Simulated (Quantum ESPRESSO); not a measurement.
**Cu under changes of volume**

One of the cells (11.436 Å³/atom); the others are scaled copies at fixed shape and fractional positions:

```
Cu
1.0
     2.53410    0.00000    0.00000
    -1.26705    2.19459    0.00000
     0.00000    0.00000    4.11257
Cu
2
Cartesian
  1.2670 0.7315 3.0844
  0.0000 1.4631 1.0281
```

This isn't the form of Cu at room conditions, which is fcc.

* Program: Quantum ESPRESSO 7.5
* Functional: PBEsol
* Potentials or basis: GBRV 1.5 PBEsol
* Cutoff: 762 eV
* Density cutoff: 6095 eV
* k mesh: 12 × 12 × 7
* Occupations: fermi-dirac, width 0.05 eV
* Spin: no spin polarisation

| volume (Å³/atom) | energy over the lowest point (meV/atom) | pressure (GPa) |
| --- | --- | --- |
| 10.749 | 19.83 | 10.2 |
| 10.978 | 7.61 | 5.8 |
| 11.207 | 1.23 | 2.1 |
| 11.436 | 0.00 | -1.4 |
| 11.664 | 3.42 | -4.3 |
| 11.893 | ? | ? |
| 12.122 | 22.08 | -9.4 |

Task: What does the run at 11.893 Å³/atom give?

Result: Energy over the lowest point 10.91 meV/atom; pressure -7.2 GPa.

Worked out: A Birch-Murnaghan fit of order 3 (a polynomial in V^(-2/3)) to the other rows has its minimum at 11.38 Å³/atom with B0 = V·E''(V) = 165 GPa and B' = 4.8 at fixed shape and positions, which overstates the stiffness. It gives 10.92 meV/atom at 11.893 Å³/atom, against the run's 10.91, and -dE/dV = -6.6 GPa, against -7.2.

Energies are extrapolated to zero smearing.
